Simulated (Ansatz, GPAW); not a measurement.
# Ballistic transport through an Al chain with one Cu atom in line, from relaxation to T(E), part 3 of 4

How well does an Al chain with one Cu atom in line conduct once its atoms have relaxed, and how much do cheaper levels lose?

GPAW 26.7.0 and Ansatz 0.2.0; Ansatz plane waves; relaxation of the junction with the lead ends held (the session's first sound run).

So far, transmission at the Fermi level (one spin): step 3 (plane-wave reference (PBE)) 1.06; step 4 (double-zeta polarised basis, PBE, GPAW) 1.01. Also open channels of the lead at the Fermi level (one spin): step 3 2; step 4 2.

**5. GPAW, szp: basis = "szp(dzp)"**

Level of this step: GPAW LCAO, PAW setups; Landauer transmission from Green's functions with principal layers (ASE), zero bias (GPAW).

The second zeta is dropped, the polarisation orbitals stay.

run.py reads:

```python
import json
import numpy as np
from ase import Atoms
from ase.transport.calculators import TransportCalculator
from gpaw import GPAW, FermiDirac
from gpaw.lcao.tools import get_lcao_hamiltonian
from scipy.linalg import eigh

# The junction with lead layers at both ends, along the third cell vector
device = Atoms(
    ['Al', 'Al', 'Al', 'Al', 'Al', 'Al', 'Al', 'Cu', 'Al', 'Al', 'Al', 'Al', 'Al', 'Al', 'Al'],
    positions=[
        [4.50000, 4.50000, 1.20000],
        [4.50000, 4.50000, 3.60000],
        [4.50000, 4.50000, 6.00000],
        [4.50000, 4.50000, 8.40000],
        [4.50000, 4.50000, 10.80000],
        [3.84344, 3.79689, 13.10092],
        [4.43334, 4.41168, 15.53964],
        [4.51788, 4.49411, 17.93080],
        [4.44433, 4.42193, 20.32465],
        [3.83046, 3.79004, 22.75123],
        [4.50000, 4.50000, 25.04780],
        [4.50000, 4.50000, 27.44780],
        [4.50000, 4.50000, 29.84780],
        [4.50000, 4.50000, 32.24780],
        [4.50000, 4.50000, 34.64780]],
    cell=[[9.0, 0.0, 0.0], [0.0, 9.0, 0.0], [0.0, 0.0, 35.8478]],
    pbc=True)

# One principal layer of the lead: the first 4 atoms of the device
lead = Atoms(
    ['Al', 'Al', 'Al', 'Al'],
    positions=[
        [4.50000, 4.50000, 1.20000],
        [4.50000, 4.50000, 3.60000],
        [4.50000, 4.50000, 6.00000],
        [4.50000, 4.50000, 8.40000]],
    cell=[[9.0, 0.0, 0.0], [0.0, 9.0, 0.0], [0.0, 0.0, 9.6]],
    pbc=True)

settings = dict(mode='lcao', basis='szp(dzp)', xc='PBE', h=0.2,
                occupations=FermiDirac(0.1), maxiter=250,
                mixer=dict(beta=0.1, nmaxold=8, weight=100.0),
                convergence=dict(density=0.0001))
energies = np.arange(-2, 2 + 1e-9, 0.025)
eta = 0.0001
n1, n2 = 1, 1
# k and -k transmit alike, so half of the mesh across the current serves
mesh = [(i, j) for i in range(n1) for j in range(n2) if (i, j) <= (-i % n1, -j % n2)]
weights = np.array([1 if (i, j) == (-i % n1, -j % n2) else 2 for i, j in mesh]) / (n1 * n2)

# [... helper functions left out ...]
fermi_lead = ground_state(lead, (1, 1, 12), 'lead.txt')
fermi_device = ground_state(device, (1, 1, 2), 'device.txt')
# [... loop over the mesh left out, but for ...]
        # Shift the lead onto the potential of the device's first layer
        shift = ((H[:, 0, 0] - H0[:, 0, 0]) / S0[0, 0]).real.mean()
# [...]
kT = 8.617333e-5 * 300
bias = [0.1, 0.2, 0.5, 1.0, 1.5, 2.0]
# [... integrals and printing left out ...]
```

Command:

```console
OMP_NUM_THREADS=1 OPENBLAS_NUM_THREADS=1 python run.py
```

Numbers of over 12 decimals in the logs are rounded to 6 here.

The program printed:

```text
basis functions: device 135, principal layer 36
Fermi level: lead -3.5823 eV, device -3.3877 eV; lead shifted by 0.0137 eV
largest coupling past the next layer 1.49e-15 eV, largest misfit of the first layer 0.027 eV
  E-E_F (eV)   T (one spin)  channels
    -2.000    1.7204e-03    1.0000
    -1.975    1.2404e-03    1.0000
    -1.950    9.1670e-03    1.0000
[...]
1.975    1.3552e+00    3.0000
     2.000    1.3625e+00    3.0000
conductance at 300 K: 0.99 G0 a cell; thermopower -1.126 uV/K
current from the zero-bias T(E) at 0.1 V: 7.675 uA
current from the zero-bias T(E) at 0.2 V: 15.374 uA
current from the zero-bias T(E) at 0.5 V: 38.413 uA
current from the zero-bias T(E) at 1.0 V: 62.102 uA
current from the zero-bias T(E) at 1.5 V: 78.627 uA
current from the zero-bias T(E) at 2.0 V: 100.61 uA
```

It took 77 s on 1 thread of Arm Neoverse V1, shared host; peak memory 1.1 GiB.

This step gave:

- conductance: 0.9900 G₀
- largest coupling past the next principal layer: 1.49e-15 eV
- largest misfit of the first principal layer: 0.02663 eV
- shift that aligns the lead: 0.01373 eV
- basis functions of the junction: 135
- basis functions of a principal layer: 36
- transmission at the Fermi level (one spin): 0.9882

One spin. Table of transmission, zone mean by energy, zero at the Fermi level:

energy (eV), transmission, zone mean and a bar:
```
   -2.000       0.00 
   -1.900       0.05 #
   -1.800       0.16 ####
   -1.700       0.31 #######
   -1.600       0.50 ###########
   -1.500       0.75 #################
   -1.425       0.98 ######################
   -1.400       0.98 ######################
   -1.300       0.00 
   -1.200       0.00 
   -1.100       0.00 
   -1.000       0.00 
   -0.900       0.00 
   -0.800       0.00 
   -0.700       0.00 
   -0.600       0.00 
   -0.500       0.00 
   -0.400       0.00 
   -0.300       0.96 #####################
   -0.225       1.02 ######################
   -0.200       1.01 ######################
   -0.100       0.98 ######################
    0.000       0.99 ######################
    0.100       1.01 ######################
    0.200       0.99 ######################
    0.300       0.92 ####################
    0.400       0.85 ###################
    0.500       0.80 ##################
    0.600       0.80 ##################
    0.700       0.89 ####################
    0.800       1.13 #########################
    0.900       1.17 ##########################
    1.000       1.17 ##########################
    1.100       1.16 ##########################
    1.200       1.16 ##########################
    1.300       1.16 ##########################
    1.400       1.18 ##########################
    1.500       1.20 ###########################
    1.600       1.23 ###########################
    1.700       1.27 ############################
    1.800       1.30 #############################
    1.900       1.33 #############################
    2.000       1.36 ##############################
```

The conductance, 0.990 G₀, lies 2.5 % below that of the dzp run.

**6. GPAW, sz: basis = "sz(dzp)"**

One function for each valence shell of the setup, as for a first survey of a large system.

Changes to run.py since step 5:

```diff
@@ -41,3 +41,3 @@
 
-settings = dict(mode='lcao', basis='szp(dzp)', xc='PBE', h=0.2,
+settings = dict(mode='lcao', basis='sz(dzp)', xc='PBE', h=0.2,
                 occupations=FermiDirac(0.1), maxiter=250,
```

The program printed:

```text
basis functions: device 62, principal layer 16
Fermi level: lead -3.8293 eV, device -3.5754 eV; lead shifted by 0.0185 eV
largest coupling past the next layer 9.58e-16 eV, largest misfit of the first layer 0.037 eV
  E-E_F (eV)   T (one spin)  channels
    -2.000    4.4376e-04    1.0000
    -1.975    2.3096e-03    1.0000
    -1.950    1.1963e-02    1.0000
[...]
1.975    1.0004e+00    3.0000
     2.000    1.0040e+00    3.0000
conductance at 300 K: 1.0123 G0 a cell; thermopower -0.2717 uV/K
current from the zero-bias T(E) at 0.1 V: 7.8445 uA
current from the zero-bias T(E) at 0.2 V: 15.693 uA
current from the zero-bias T(E) at 0.5 V: 39.074 uA
current from the zero-bias T(E) at 1.0 V: 65.913 uA
current from the zero-bias T(E) at 1.5 V: 81.809 uA
current from the zero-bias T(E) at 2.0 V: 100.57 uA
```

Run time: 42 s. Hardware: 1 thread; peak memory 1 GiB.

Numbers from this step:

```
conductance                                    : 1.012 G₀
largest coupling past the next principal layer : 9.58e-16 eV
largest misfit of the first principal layer    : 0.03711 eV
shift that aligns the lead                     : 0.01849 eV
basis functions of the junction                : 62
basis functions of a principal layer           : 16
transmission at the Fermi level (one spin)     : 1.012
```

One spin. The transmission, zone mean by energy, zero at the Fermi level:

energy (eV), transmission, zone mean and a bar:
```
   -2.000       0.00 
   -1.900       0.04 #
   -1.800       0.11 ###
   -1.775       0.11 ###
   -1.700       0.00 
   -1.600       0.00 
   -1.500       0.00 
   -1.400       0.00 
   -1.300       0.00 
   -1.200       0.00 
   -1.100       0.00 
   -1.000       0.00 
   -0.900       0.00 
   -0.800       0.00 
   -0.700       0.00 
   -0.600       0.00 
   -0.500       0.00 
   -0.400       0.00 
   -0.300       1.01 ##############################
   -0.225       1.02 ##############################
   -0.200       1.02 ##############################
   -0.100       1.01 ##############################
    0.000       1.01 ##############################
    0.100       1.02 ##############################
    0.200       0.99 #############################
    0.300       0.93 ###########################
    0.400       0.85 #########################
    0.500       0.79 #######################
    0.600       0.77 #######################
    0.700       0.87 #########################
    0.800       0.94 ############################
    0.900       0.99 #############################
    1.000       1.00 #############################
    1.100       0.99 #############################
    1.200       0.97 ############################
    1.300       0.96 ############################
    1.400       0.95 ############################
    1.500       0.95 ############################
    1.600       0.96 ############################
    1.700       0.96 ############################
    1.800       0.98 #############################
    1.900       0.99 #############################
    2.000       1.00 #############################
```

The conductance, 1.01 G₀, lies 0.3 % below that of the dzp run.

**7. revPBE in the dzp basis: xc = "revPBE"**

Back in the dzp basis, the functional changes from PBE to revPBE, to set the spread between functionals beside that between bases.

Changes to run.py since step 6:

```diff
@@ -41,3 +41,3 @@
 
-settings = dict(mode='lcao', basis='sz(dzp)', xc='PBE', h=0.2,
+settings = dict(mode='lcao', basis='dzp', xc='revPBE', h=0.2,
                 occupations=FermiDirac(0.1), maxiter=250,
```

The program printed:

```text
basis functions: device 197, principal layer 52
Fermi level: lead -3.0756 eV, device -2.9575 eV; lead shifted by 0.0078 eV
largest coupling past the next layer 1.20e-15 eV, largest misfit of the first layer 0.022 eV
  E-E_F (eV)   T (one spin)  channels
    -2.000    1.4354e-01    1.0000
    -1.975    7.2976e-02    1.0000
    -1.950    2.7786e-02    1.0000
[...]
1.975    1.4462e+00    3.0000
     2.000    1.4540e+00    3.0000
conductance at 300 K: 0.98958 G0 a cell; thermopower -1.569 uV/K
current from the zero-bias T(E) at 0.1 V: 7.6713 uA
current from the zero-bias T(E) at 0.2 V: 15.364 uA
current from the zero-bias T(E) at 0.5 V: 38.512 uA
current from the zero-bias T(E) at 1.0 V: 65.674 uA
current from the zero-bias T(E) at 1.5 V: 82.743 uA
current from the zero-bias T(E) at 2.0 V: 105.22 uA
```

Run time: 96 s. Hardware: 1 thread; peak memory 1.2 GiB.

Numbers from this step:

```yaml
conductance: 0.9896 G₀
thermopower: -1.569 μV/K
largest_coupling_past_the_next_principal_layer: 1.20e-15 eV
largest_misfit_of_the_first_principal_layer: 0.02222 eV
shift_that_aligns_the_lead: 0.007797 eV
basis_functions_of_the_junction: 197
basis_functions_of_a_principal_layer: 52
transmission_at_the_fermi_level_one_spin: 0.9880
```

One spin. The transmission, zone mean by energy, zero at the Fermi level:

```tsv
energy (eV)	transmission, zone mean
-2.000	0.144
-1.900	2.9e-4
-1.800	0.0816
-1.700	0.235
-1.600	0.418
-1.500	0.647
-1.400	0.926
-1.350	0.993
-1.300	0.392
-1.200	2.2e-8
-1.100	4.9e-9
-1.000	5.0e-9
-0.900	1.9e-6
-0.800	8.8e-10
-0.700	1.5e-10
-0.600	6.0e-11
-0.500	6.1e-11
-0.400	1.5e-6
-0.300	0.997
-0.200	1.00
-0.100	0.975
0.000	0.988
0.100	1.01
0.125	1.02
0.200	1.00
0.300	0.947
0.400	0.886
0.500	0.848
0.600	0.851
0.700	0.907
0.800	1.03
0.900	1.22
1.000	1.34
1.100	1.31
1.200	1.28
1.300	1.27
1.400	1.28
1.500	1.30
1.600	1.32
1.700	1.35
1.800	1.39
1.900	1.42
2.000	1.45
```

The conductance, 0.990 G₀, lies 2.5 % below that of the dzp run.

**8. Without the relaxation: geometry = "as built"**

The dzp basis with PBE on the structure as first built shows what the relaxation was worth.

Changes to run.py since step 7:

```diff
@@ -17,7 +17,7 @@
         [4.50000, 4.50000, 10.80000],
-        [3.84344, 3.79689, 13.10092],
-        [4.43334, 4.41168, 15.53964],
-        [4.51788, 4.49411, 17.93080],
-        [4.44433, 4.42193, 20.32465],
-        [3.83046, 3.79004, 22.75123],
+        [4.50000, 4.50000, 13.20000],
+        [4.50000, 4.50000, 15.60000],
+        [4.50000, 4.50000, 17.92390],
+        [4.50000, 4.50000, 20.24780],
+        [4.50000, 4.50000, 22.64780],
         [4.50000, 4.50000, 25.04780],
@@ -41,3 +41,3 @@
 
-settings = dict(mode='lcao', basis='dzp', xc='revPBE', h=0.2,
+settings = dict(mode='lcao', basis='dzp', xc='PBE', h=0.2,
                 occupations=FermiDirac(0.1), maxiter=250,
```

The program printed:

```text
basis functions: device 197, principal layer 52
Fermi level: lead -3.1259 eV, device -3.0626 eV; lead shifted by 0.0049 eV
largest coupling past the next layer 1.42e-15 eV, largest misfit of the first layer 0.015 eV
  E-E_F (eV)   T (one spin)  channels
    -2.000    1.3545e-01    1.0000
    -1.975    8.2824e-02    1.0000
    -1.950    3.9879e-02    1.0000
[...]
1.975    1.5432e+00    3.0000
     2.000    1.5559e+00    3.0000
conductance at 300 K: 0.6215 G0 a cell; thermopower -8.201 uV/K
current from the zero-bias T(E) at 0.1 V: 4.783 uA
current from the zero-bias T(E) at 0.2 V: 9.3779 uA
current from the zero-bias T(E) at 0.5 V: 20.729 uA
current from the zero-bias T(E) at 1.0 V: 32.618 uA
current from the zero-bias T(E) at 1.5 V: 43.456 uA
current from the zero-bias T(E) at 2.0 V: 55.752 uA
```

It took 66 s on 1 thread; peak memory 1.2 GiB.

This step gave:

```yaml
conductance: 0.6215 G₀
thermopower: -8.201 μV/K
largest_coupling_past_the_next_principal_layer: 1.42e-15 eV
largest_misfit_of_the_first_principal_layer: 0.01469 eV
shift_that_aligns_the_lead: 0.004930 eV
transmission_at_the_fermi_level_one_spin: 0.6334
```

One spin. Table of transmission, zone mean by energy, zero at the Fermi level:

energy (eV), transmission, zone mean and a bar:
```
   -2.000       0.14 ###
   -1.900       0.00 
   -1.800       0.18 ###
   -1.700       0.57 ###########
   -1.600       0.88 #################
   -1.500       1.00 ###################
   -1.400       0.84 ################
   -1.300       0.10 ##
   -1.200       0.00 
   -1.100       0.00 
   -1.000       0.00 
   -0.900       0.00 
   -0.800       0.00 
   -0.700       0.00 
   -0.600       0.00 
   -0.500       0.00 
   -0.400       0.00 
   -0.300       0.10 ##
   -0.200       0.30 ######
   -0.100       0.51 ##########
    0.000       0.63 ############
    0.100       0.65 #############
    0.200       0.62 ############
    0.300       0.58 ###########
    0.400       0.55 ###########
    0.500       0.54 ##########
    0.600       0.55 ###########
    0.700       0.57 ###########
    0.800       0.60 ############
    0.900       0.63 ############
    1.000       0.72 ##############
    1.100       0.83 ################
    1.200       0.93 ##################
    1.300       1.03 ####################
    1.400       1.13 ######################
    1.500       1.21 #######################
    1.600       1.30 #########################
    1.700       1.37 ##########################
    1.800       1.44 ############################
    1.900       1.50 #############################
    2.000       1.56 ##############################
```

The conductance, 0.621 G₀, lies 39 % below that of the dzp run.

**9. Cost and result by level**

Times are wall times on the hardware named with each run. Results by setting:

```tsv
no.	run	conductance (G₀)	time	memory (GiB)
1	pw PBE	1.060	61 s	2.3
2	dzp	1.015	96 s	1.2
3	szp	0.9900	77 s	1.1
4	sz	1.012	42 s	1.0
5	dzp revPBE	0.9896	96 s	1.2
6	asbuilt	0.6215	66 s	1.2
```

**10. Comparison**

The curves are compared point by point over the common energies.

This step: comparison of transmission and cost over codes, levels and geometry (GPAW 26.7.0).

Ladder, by row:

```tsv
step	code	T at the Fermi level (sum over the listed spins)	conductance (G0)	r.m.s. T(E) from the first	wall time (s)	peak memory (GiB)	threads
pw-pbe	Ansatz	1.059	1.06	0	61.11	2.285	4
dzp	GPAW	1.014	1.015	0.243	96.23	1.16	1
szp	GPAW	0.9882	0.99	0.3499	77.44	1.15	1
sz	GPAW	1.012	1.012	0.5036	41.74	1.04	1
dzp-revPBE	GPAW	0.988	0.9896	0.2608	95.97	1.17	1
asbuilt	GPAW	0.6334	0.6215	0.4892	65.9	1.17	1
```

[end of part 3 of 4]

[Logs are printed without paths, hosts, clocks, repeated set-up lines and the standing remarks that a program may print on its own settings, such as how far it seeks lower states.]

[Hosts, paths, dates, database ids (printed as entryN), source tags and the programs' standing remarks are cut or masked in the printed files.]
